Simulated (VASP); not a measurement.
**Pt under changes of volume**

One of the cells (16.131 Å³/atom); the others are scaled copies at fixed shape and fractional positions:

```
CELL_PARAMETERS angstrom
2.77895 0.00000 0.00000
-1.38947 2.40664 0.00000
0.00000 0.00000 4.82387
ATOMIC_POSITIONS crystal
Pt 0.33333 0.66667 0.25000
Pt 0.66667 0.33333 0.75000
```

This isn't the form of Pt at room conditions, which is fcc.

```yaml
Program: VASP 6.6.1
Functional: PBE
Potentials_or_basis: VASP PAW PBE potentials, release 64 (Pt)
Cutoff: 520 eV
k_mesh: 11 × 11 × 6
Occupations: fermi-dirac, width 0.05 eV
Spin: no spin polarisation
```

```tsv
volume (Å³/atom)	energy over the lowest point (meV/atom)	pressure (GPa)
14.866	39.25	16.4
15.182	13.52	9.8
15.498	0.00	4.0
16.131	3.77	-5.5
16.447	?	?
16.763	40.70	-12.9
```

Question: What does the run at 16.447 Å³/atom give?

Answer: Energy over the lowest point 18.62 meV/atom; pressure -9.5 GPa.

Worked out: A Birch-Murnaghan fit of order 3 (a polynomial in V^(-2/3)) to the other rows has its minimum at 15.74 Å³/atom with B0 = V·E''(V) = 244 GPa and B' = 5.5 at fixed shape and positions, which overstates the stiffness. It gives 18.62 meV/atom at 16.447 Å³/atom, against the run's 18.62, and -dE/dV = -9.4 GPa, against -9.5.

Energies are extrapolated to zero smearing.
